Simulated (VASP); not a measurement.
The system is Os.

```
Os
1.0
     2.73410    0.00000    0.00000
    -1.36705    2.36780    0.00000
     0.00000    0.00000    4.31970
Os
2
Direct
  0.66667 0.33333 0.75000
  0.33333 0.66667 0.25000
```

Program: VASP 6.6.1. Alike in all runs: potentials or basis VASP PAW PBE potentials, release 64 (Os); cell as given; cutoff (eV) 520.

**Question.** Order these runs on this cell by their pressure, lowest first.
A. level r2SCAN; spin SOC, no magnetisation; k mesh 8 × 8 × 5; smearing fermi-dirac 0.05 eV
B. level PBE; spin off; k mesh 11 × 11 × 6; smearing gaussian 0.026 eV
C. level SCAN; spin SOC, no magnetisation; k mesh 8 × 8 × 5; smearing fermi-dirac 0.05 eV
D. level MS2; spin off; k mesh 11 × 11 × 6; smearing fermi-dirac 0.05 eV

**Answer.** C (-10.0 GPa), D (-5.4 GPa), A (1.7 GPa), B (8.7 GPa).

Caveats: the PAW data sets were made with another functional, which shifts forces and pressure a little (some runs).
